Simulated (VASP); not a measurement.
# HgTe (I-4m2) in VASP: single point with PBEsol

Aim: the single point of HgTe with PBEsol.

All numbers are computed with VASP 6.6.1; they aren't measurements. Logs are shortened: lines on timing, memory, paths and dates and some standing lists are left out, and cuts for length are marked.

## 1. The structure

The structure is tetragonal, space group I-4m2 (No. 119). The conventional cell has a = 6.091 Å, b = 6.091 Å, c = 3.119 Å, α = 90.00°, β = 90.00°, γ = 90.00°. Hg (site symmetry -4m2) is surrounded by 2 Hg at 3.12 Å and 4 Te at 3.14 Å. Te (site symmetry -4m2) is surrounded by 2 Te at 3.12 Å and 4 Hg at 3.14 Å.

Measurements of this composition are mostly on another form, of space group No. 216.

## 2. Single point, PBEsol

INCAR reads:

```
PREC = Accurate ; ENCUT = 520
EDIFF = 1E-7 ; ISMEAR = -1
SIGMA = 0.05 ; LREAL = F
LASPH = T ; NELM = 100
ALGO = Normal ; ISIF = 2
LWAVE = F ; LCHARG = F
GGA = PS ; NBANDS = 16
```

KPOINTS reads:

```
regular mesh
0
Gamma
  7 7 7
```

POSCAR reads:

```
HgTe
1.0
   -3.0456000000      3.0456000000      1.5594100000
    3.0456000000     -3.0456000000      1.5594100000
    3.0456000000      3.0456000000     -1.5594100000
Hg Te
1 1
Direct
    0.2500000000      0.7500000000      0.5000000000
    0.0000000000      0.0000000000      0.0000000000
```

Potentials or basis: VASP PAW PBE potentials, release 64 (Hg, Te).

Run with:

```sh
> cat potpaw_PBE.64/Hg/POTCAR potpaw_PBE.64/Te/POTCAR > POTCAR
> mpirun -np 1 vasp_std > vasp.out
```

OUTCAR:

```text
PREC = Accurate
   ENCUT = 520
   EDIFF = 1E-7
   ISMEAR = -1
   LREAL = F
   LASPH = T
   NELM = 100
   ISIF = 2
   GGA = PS

 ion  position               nearest neighbor table
   1  0.250  0.750  0.500-   2 3.14   2 3.14   2 3.14   2 3.14
   2  0.000  0.000  0.000-   1 3.14   1 3.14   1 3.14   1 3.14

  LATTYP: Found a body centered tetragonal cell.
 ALAT       =     6.0912000000
 C/A-ratio  =     0.5120206199

  Lattice vectors:

 A1 = (  -3.0456000000,   3.0456000000,   1.5594100000)
 A2 = (   3.0456000000,  -3.0456000000,   1.5594100000)
 A3 = (   3.0456000000,   3.0456000000,  -1.5594100000)

Analysis of symmetry for initial positions (statically):
=====================================================================
 Subroutine PRICEL returns:
 Original cell was already a primitive cell.

 Routine SETGRP: Setting up the symmetry group for a
 body centered tetragonal supercell.

 Subroutine GETGRP returns: Found  8 space group operations
 (whereof  8 operations were pure point group operations)
 out of a pool of 16 trial point group operations.

The static configuration has the point symmetry D_2d.

Analysis of symmetry for dynamics (positions and initial velocities):
=====================================================================
 Subroutine PRICEL returns:
 Original cell was already a primitive cell.

 Routine SETGRP: Setting up the symmetry group for a
 body centered tetragonal supercell.

 Subroutine GETGRP returns: Found  8 space group operations
 (whereof  8 operations were pure point group operations)
 out of a pool of 16 trial point group operations.

The dynamic configuration has the point symmetry D_2d.

 Subroutine INISYM returns: Found  8 space group operations
 (whereof  8 operations are pure point group operations),
 and found     1 'primitive' translations

----------------------------------------------------------------------------------------

                                     Primitive cell

  volume of cell :      57.8583

  direct lattice vectors                    reciprocal lattice vectors
    -3.045600000  3.045600000  1.559410000     0.000000000  0.164171263  0.320634086
     3.045600000 -3.045600000  1.559410000     0.164171263  0.000000000  0.320634086
     3.045600000  3.045600000 -1.559410000     0.164171263  0.164171263  0.000000000

  length of vectors
     4.580733377  4.580733377  4.580733377     0.360219962  0.360219962  0.232173227

  position of ions in fractional coordinates (direct lattice)
     0.250000000  0.750000000  0.500000000
     0.000000000  0.000000000  0.000000000

  ion indices of the primitive-cell ions
   primitive index   ion index
                 1           1
                 2           2

----------------------------------------------------------------------------------------

 KPOINTS: regular mesh

Automatic generation of k-mesh.
 Grid dimensions read from file:
 generate k-points for:    7    7    7

 Generating k-lattice:

  Cartesian coordinates                     Fractional coordinates (reciprocal lattice)
     0.000000000  0.023453038  0.045804869     0.142857143  0.000000000  0.000000000
     0.023453038  0.000000000  0.045804869     0.000000000  0.142857143  0.000000000
     0.023453038  0.023453038  0.000000000     0.000000000  0.000000000  0.142857143

  Length of vectors
     0.051459995  0.051459995  0.033167604

  Shift w.r.t. Gamma in fractional coordinates (k-lattice)
     0.000000000  0.000000000  0.000000000

 Subroutine IBZKPT returns following result:
 ===========================================

 Found     40 irreducible k-points:

 Following reciprocal coordinates:
            Coordinates               Weight
  0.000000  0.000000  0.000000      1.000000
  0.142857 -0.000000  0.000000      8.000000
  0.285714 -0.000000  0.000000      8.000000
  0.428571  0.000000 -0.000000      8.000000
  0.142857  0.142857  0.000000      8.000000
  0.285714  0.142857  0.000000     16.000000
[... 16 lines left out ...]
 -0.142857  0.285714  0.142857      8.000000
 -0.428571  0.428571  0.142857      8.000000
 [... further k-points ...]
   k-points           NKPTS =     40   k-points in BZ     NKDIM =     40   number of bands    NBANDS=     16
   number of dos      NEDOS =    301   number of ions     NIONS =      2
   total plane-waves  NPLWV =  46656
   dimension x,y,z NGX =    36 NGY =   36 NGZ =   36
   dimension x,y,z NGXF=    72 NGYF=   72 NGZF=   72
   ions per type =               1   1
   NGX,Y,Z   is equivalent  to a cutoff of  13.07, 13.07, 13.07 a.u.
   NGXF,Y,Z  is equivalent  to a cutoff of  26.13, 26.13, 26.13 a.u.
 SYSTEM =  unknown system
   PREC   = accura    normal or accurate (medium, high low for compatibility)
   ISTART =      0    job   : 0-new  1-cont  2-samecut
   ICHARG =      2    charge: 1-file 2-atom 10-const
   ISPIN  =      1    spin polarized calculation?
   LNONCOLLINEAR =      F non collinear calculations
   LSORBIT =      F    spin-orbit coupling
   LASPH  =      T    aspherical Exc in radial PAW
   ENCUT  =  520.0 eV  38.22 Ry    6.18 a.u.   8.52  8.52  8.52*2*pi/ulx,y,z
   NELM   =    100;   NELMIN=  2; NELMDL= -5     # of ELM steps
   EDIFF  = 0.1E-06   stopping-criterion for ELM
   LREAL  =      F    real-space projection
   EDIFFG = 0.1E-05   stopping-criterion for IOM
   NSW    =      0    number of steps for IOM
   IBRION =     -1    ionic relax: 0-MD 1-quasi-New 2-CG
   NFREE  =      0    steps in history (QN), initial steepest desc. (CG)
   ISIF   =      2    stress and relaxation
   ISYM   =      2    0-nonsym 1-usesym 2-fastsym
   POTIM  = 0.5000    time-step for ionic-motion
   TEBEG  =    0.0;   TEEND  =   0.0 temperature during run
   PSTRESS=    0.0 pullay stress
   NELECT =      18.0000    total number of electrons
   NUPDOWN=      -1.0000    fix difference up-down
   EMIN   =  10.00;   EMAX   =-10.00  energy-range for DOS
   EFERMI =   0.00;   METHOD = LEGACY
   ISMEAR =    -1;   SIGMA  =   0.05  broadening in eV -4-tet -1-fermi 0-gaus
   EFERMI_NEDOS =   21; number of points for ismear=-14 and -15
   IALGO  =     38    algorithm
   IMIX   =      4    mixing-type and parameters
     AMIX     =   0.40;   BMIX     =  1.00
     AMIX_MAG =   1.60;   BMIX_MAG =  1.00
  volume/ion in A,a.u.               =      28.93       195.22
  Fermi-wavevector in a.u.,A,eV,Ry     =   1.109286  2.096247 16.742188  1.230516
  Thomas-Fermi vector in A             =   2.245824
   LORBIT       =      0    0 simple, 1 ext, 2 COOP (PROOUT), +10 PAW based schemes
   GGA     = PS    functional components
   LHFCALC =     F    Hartree Fock is set to
   AEXX    =    0.0000 exact exchange contribution
   IVDW    =     0    specifies the selected vdW correction
   LEPSILON=     F    determine dielectric tensor
   LRPA    =     F    only Hartree local field effects (RPA)
 non-spin polarized calculation
  energy-cutoff  :      520.00
  volume of cell :       57.86
 maximum number of plane-waves:      1574
 NGX is ok and might be reduce to    36
   NGX = 17   NGY = 17   NGZ = 17

 number of electron      18.0000002 magnetization

 Free energy of the ion-electron system (eV)
  ---------------------------------------------------
  ext. energy  EPLUGINS =         0.00000000
  ---------------------------------------------------
  free energy    TOTEN  =        -4.10098076 eV

  energy without entropy =       -4.09620387  energy(sigma->0) =       -4.09859232

 E-fermi :   4.3097     XC(G=0):  -9.9922

 val. band max:        4.2473264328   @ k =  -0.1429  -0.2857   0.1429
 cond. band min:       4.3444344436   @ k =  -0.4286   0.4286   0.1429
 fundamental gap:      0.0971080108
 Fermi energy:         4.3096774059

 k-point     1 :       0.0000    0.0000    0.0000
  band No.  band energies     occupation
      1      -8.2750      2.00000
      2      -3.0251      2.00000
      3      -2.3221      2.00000
      4      -2.2431      2.00000
      5      -1.8051      2.00000
      6      -1.8051      2.00000
[... 8 lines left out ...]
     15      14.3546      0.00000
     16      15.3180      0.00000

 k-point     2 :       0.1429   -0.0000    0.0000
  band No.  band energies     occupation
      1      -7.9540      2.00000
      2      -2.7274      2.00000
      3      -2.2821      2.00000
      4      -2.2697      2.00000
      5      -1.9664      2.00000
      6      -1.9598      2.00000
[... 8 lines left out ...]
     15      13.9929      0.00000
     16      14.1875      0.00000

 k-point     3 :       0.2857   -0.0000    0.0000
  band No.  band energies     occupation
      1      -7.0682      2.00000
      2      -2.3501      2.00000
      3      -2.3485      2.00000
      4      -2.2113      2.00000
      5      -2.1264      2.00000
      6      -2.0593      2.00000
[... 8 lines left out ...]
     15      12.5553      0.00000
     16      14.2278      0.00000

 k-point     4 :       0.4286    0.0000   -0.0000
  band No.  band energies     occupation
      1      -6.0197      2.00000
      2      -2.5755      2.00000
      3      -2.4670      2.00000
      4      -2.2519      2.00000
      5      -2.0455      2.00000
      6      -1.7832      2.00000
[... 8 lines left out ...]
     15      12.9596      0.00000
     16      15.2680      0.00000

 k-point     5 :       0.1429    0.1429    0.0000
  band No.  band energies     occupation
      1      -7.1312      2.00000
      2      -2.3559      2.00000
      3      -2.3131      2.00000
      4      -2.2217      2.00000
      5      -2.1484      2.00000
      6      -2.0450      2.00000
[... 8 lines left out ...]
     15      12.7455      0.00000
     16      12.8605      0.00000

 k-point     6 :       0.2857    0.1429    0.0000
  band No.  band energies     occupation
      1      -6.0741      2.00000
      2      -2.6044      2.00000
      3      -2.4963      2.00000
      4      -2.2543      2.00000
      5      -2.0632      2.00000
      6      -1.6576      2.00000
[... 8 lines left out ...]
     15      12.7510      0.00000
     16      14.3978      0.00000

 k-point     7 :       0.4286    0.1429   -0.0000
  band No.  band energies     occupation
      1      -5.9486      2.00000
      2      -2.6073      2.00000
      3      -2.4596      2.00000
      4      -2.1676      2.00000
      5      -2.0402      2.00000
      6      -1.8467      2.00000
[... 8 lines left out ...]
     15      13.5961      0.00000
     16      14.4364      0.00000

 k-point     8 :      -0.4286    0.1429    0.0000
  band No.  band energies     occupation
      1      -6.9162      2.00000
      2      -2.3879      2.00000
      3      -2.3525      2.00000
      4      -2.2105      2.00000
      5      -2.0908      2.00000
      6      -2.0805      2.00000
[... 8 lines left out ...]
     15      13.6879      0.00000
     16      13.7872      0.00000

 k-point     9 :      -0.2857    0.1429    0.0000
  band No.  band energies     occupation
      1      -7.8099      2.00000
      2      -2.7351      2.00000
      3      -2.3789      2.00000
      4      -2.2884      2.00000
      5      -1.9596      2.00000
      6      -1.9279      2.00000
[... 8 lines left out ...]
     15      14.1395      0.00000
     16      15.4612      0.00000
[... 172 lines left out ...]
 k-point    19 :      -0.1429    0.1429    0.1429
  band No.  band energies     occupation
      1      -8.1205      2.00000
      2      -3.0361      2.00000
      3      -2.3938      2.00000
      4      -2.3015      2.00000
      5      -1.7975      2.00000
      6      -1.7911      2.00000
[... 8 lines left out ...]
     15      14.9495      0.00000
     16      16.0125      0.00000

 k-point    20 :       0.2857    0.2857    0.1429
  band No.  band energies     occupation
      1      -5.9117      2.00000
      2      -2.5975      2.00000
      3      -2.3703      2.00000
      4      -2.2162      2.00000
      5      -2.0844      2.00000
      6      -1.9023      2.00000
[... 8 lines left out ...]
     15      12.5799      0.00000
     16      13.2639      0.00000

 k-point    21 :       0.4286    0.2857    0.1429
  band No.  band energies     occupation
      1      -6.8008      2.00000
      2      -2.4251      2.00000
      3      -2.3243      2.00000
      4      -2.2707      2.00000
      5      -2.1164      2.00000
      6      -2.0926      2.00000
[... 8 lines left out ...]
     15      14.6263      0.00000
     16      15.0399      0.00000

 k-point    22 :      -0.2857    0.2857    0.1429
  band No.  band energies     occupation
      1      -7.9425      2.00000
      2      -3.0541      2.00000
      3      -2.5261      2.00000
      4      -2.2998      2.00000
      5      -1.7976      2.00000
      6      -1.7703      2.00000
[... 8 lines left out ...]
     15      15.6153      0.00000
     16      16.3339      0.00000

 k-point    23 :      -0.1429    0.2857    0.1429
  band No.  band energies     occupation
      1      -7.6976      2.00000
      2      -2.7442      2.00000
      3      -2.4488      2.00000
      4      -2.2518      2.00000
      5      -1.9451      2.00000
      6      -1.9181      2.00000
[... 8 lines left out ...]
     15      14.5576      0.00000
     16      15.2789      0.00000

 k-point    24 :      -0.4286    0.4286    0.1429
  band No.  band energies     occupation
      1      -7.7820      2.00000
      2      -3.0787      2.00000
      3      -2.5707      2.00000
      4      -2.4247      2.00000
      5      -1.7869      2.00000
      6      -1.7582      2.00000
[... 8 lines left out ...]
     15      15.3765      0.00000
     16      16.2627      0.00000

 [... further k-points ...]

------------------------ aborting loop because EDIFF is reached ----------------------------------------

  FORCE on cell =-STRESS in cart. coord.  units (eV):
  Direction    XX          YY          ZZ          XY          YZ          ZX
  --------------------------------------------------------------------------------------
  -------------------------------------------------------------------------------------
  Total       -0.8093860     -0.8093860     -2.0975808      0.0000000      0.0000000      0.0000000
  in kB      -22.4130129    -22.4130129    -58.0848998      0.0000000      0.0000000      0.0000000
  external PRESSURE =     -34.3036419 kB  Pullay stress =       0.0000000 kB

 VOLUME and BASIS-vectors are now :
 -----------------------------------------------------------------------------
  energy-cutoff  :      520.00
  volume of cell :       57.86
      direct lattice vectors                 reciprocal lattice vectors
    -3.045600000  3.045600000  1.559410000     0.000000000  0.164171263  0.320634086
     3.045600000 -3.045600000  1.559410000     0.164171263  0.000000000  0.320634086
     3.045600000  3.045600000 -1.559410000     0.164171263  0.164171263  0.000000000

 POSITION                                       TOTAL-FORCE (eV/Angst)
 -----------------------------------------------------------------------------------
      3.04560      0.00000      0.77970        -0.000000     -0.000000     -0.000000
      0.00000      0.00000      0.00000         0.000000      0.000000      0.000000
 -----------------------------------------------------------------------------------
    total drift:                                0.000000     -0.000000      0.000000

  FREE ENERGIE OF THE ION-ELECTRON SYSTEM (eV)
  ---------------------------------------------------
  free  energy   TOTEN  =        -4.1009807608 eV

  energy  without entropy=       -4.0962038749  energy(sigma->0) =       -4.09859232
```

Run time: 25 s. Hardware: 1 thread of Intel Xeon Platinum 8559C (Emerald Rapids), shared host; peak memory 0.22 GiB.

Results:

```yaml
Free_energy: -4.1010 eV
Pressure: -3.4 GPa
Band_gap_on_the_k_mesh: none (metal or under the smearing width)
```

Caveat: the PAW data sets were made with another functional, which shifts forces and pressure a little. Spin-orbit coupling is left out, which matters for the levels of Hg, Te.
